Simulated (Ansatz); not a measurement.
**Nb in Ansatz: the effect of functional**

The system is Nb.

```
Nb
1.0
    -1.62998    1.62998    1.62998
     1.62998   -1.62998    1.62998
     1.62998    1.62998   -1.62998
Nb
1
Direct
  0.00000 0.00000 0.00000
```

The cell isn't the ideal one: volume scaled by 0.94.

Alike in all runs:

```yaml
Program: Ansatz 0.2.0
Task: single point
Potentials_or_basis: Ansatz PAW
k_mesh: 11 × 11 × 11
Occupations: fermi-dirac, width 0.05 eV
Spin: no spin polarisation
```

| functional | cutoff | pressure (GPa) |
| --- | --- | --- |
| LDA | 420 eV (not typed: the program's choice for these potentials) | -1.4 |
| r2SCAN | 500 eV (not typed: the program's choice for these potentials) | 8.4 |
| PBE | 420 eV (not typed: the program's choice for these potentials) | ? |

Q: What does the run with functional PBE give?

A: Pressure 9.3 GPa.

Caveats: the PAW data sets come from PBE, with cores solved anew for the run's functional, which leaves a small shift of forces and pressure (some runs).
